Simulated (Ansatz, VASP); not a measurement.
**One calculation of Nb, two programs**

INCAR

```
PREC = Accurate ; ENCUT = 520
EDIFF = 1E-6 ; ISMEAR = 0
SIGMA = 0.1 ; LREAL = F
LASPH = T ; NELM = 60
ALGO = Normal ; ISIF = 2
LWAVE = F ; LCHARG = F
GGA = PE ; NBANDS = 12
```

The input KPOINTS:

```
Automatic mesh
0
Gamma
  13 13 13
```

Contents of POSCAR:

```
Nb
1.0
   -1.6547957147      1.6547957147      1.6547957147
    1.6547957147     -1.6547957147      1.6547957147
    1.6547957147      1.6547957147     -1.6547957147
Nb
1
Direct
    0.0000000000      0.0000000000      0.0000000000
```

Input for Ansatz:

```yaml
crystal:
  lattice:
    - [-1.6547957147, 1.6547957147, 1.6547957147]
    - [1.6547957147, -1.6547957147, 1.6547957147]
    - [1.6547957147, 1.6547957147, -1.6547957147]
  atoms:
    - { symbol: Nb, position: [0.0, 0.0, 0.0] }
hamiltonian:
  xc: pbe
  pseudopotentials:
    kind: paw
    azcp:
      Nb: "pseudopotentials/Nb.paw.azcp"
basis:
  ecutwfc: 420
  fft_grid_basis: typed
kpoints:
  mp_grid: { grid: [13, 13, 13], shift: [0, 0, 0] }
magnetization:
  spin_polarized: false
scf:
  occupations: { method: gaussian, width: 0.1 }
  lower_state_search: "off"
output:
  stress: true
  write_density: true
  write_potential: true
  elf: true
  volumetric_format: npy
```

Alike in both runs: task single point; functional PBE; k mesh 13 × 13 × 13; occupations gaussian, width 0.1 eV; no spin polarisation.

|  | VASP | Ansatz |
| --- | --- | --- |
| version | VASP 6.6.1 | Ansatz 0.2.0 |
| potentials or method | VASP PAW PBE potentials, release 64 (Nb_sv) | plane waves (420 eV) with PAW, scalar-relativistic |
| plane-wave cutoff (eV) | 520 | 420 |
| valence electrons in the cell | 13 | 13 |

|  | VASP | Ansatz | Ansatz less VASP |
| --- | --- | --- | --- |
| pressure (GPa) | -0.8 | -0.5 | +0.32 |

With one functional, cell and mesh, what is left measures potentials, basis and numerics.
